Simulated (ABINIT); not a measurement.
An input for ABINIT 10.8.3 (BAs (F-43m)):

```
acell 3*1.0 Angstrom
rprim 
  -0.000000000000 2.388500000000 2.388500000000
  2.388500000000 -0.000000000000 2.388500000000
  2.388500000000 2.388500000000 -0.000000000000
ntypat 2
znucl 5 33
natom 2
typat 1 2
xred 
  0.000000000000 0.000000000000 0.000000000000
  0.250000000000 0.250000000000 0.250000000000
pp_dirpath "pseudos"
pseudos "B.upf, As.upf"
ecut 44
ngkpt 6 6 6
nshiftk 1
shiftk 0 0 0
kptopt 1
chksymbreak 0
istwfk *1
occopt 1
irdwfk 1
optdriver 4
nband 126
gwcalctyp 0
ecutsigx 44
symsigma 1
nkptgw 2
kptgw 
  0.0000000000 0.0000000000 0.0000000000
  0.3333333333 0.3333333333 0.0000000000
bdgw 
  11 16
  12 15
ecuteps 8.4
irdscr 1
ppmodel 1
indata_prefix "in"
outdata_prefix "out"
tmpdata_prefix "tmp"
```

```sh
OMP_NUM_THREADS=1 mpirun -n 8 abinit run.abi > log
```

Q: How long will it take on 8 MPI ranks of Arm Neoverse N1, shared host, and how much memory?

It took 21 s; on shared hardware allow 11 s to 42 s. Peak host memory was 1.6 GiB.

[Paths, hosts, dates, memory and timing lines, banners, echoed tables and standing remarks are left out of the program output.]

[Logs are printed without paths, hosts, clocks, repeated set-up lines and the standing remarks that a program may print on its own settings, such as how far it seeks lower states.]

[Runs of the session that timed out or met a known fault of the program may be left out.]

[Hosts, paths, dates, database ids (printed as entryN), source tags and the programs' standing remarks are cut or masked in the printed files.]

[G0W0 gaps are taken among the corrected bands and points alone; a level outside them can change the order at an edge.]

[Where Ansatz stands beside ABINIT at settings called matched, ABINIT's density can come from a denser mesh and the files from another edition; pairs whose starting gaps differed by over 0.03 eV were left out, so agreement reads better than it is.]
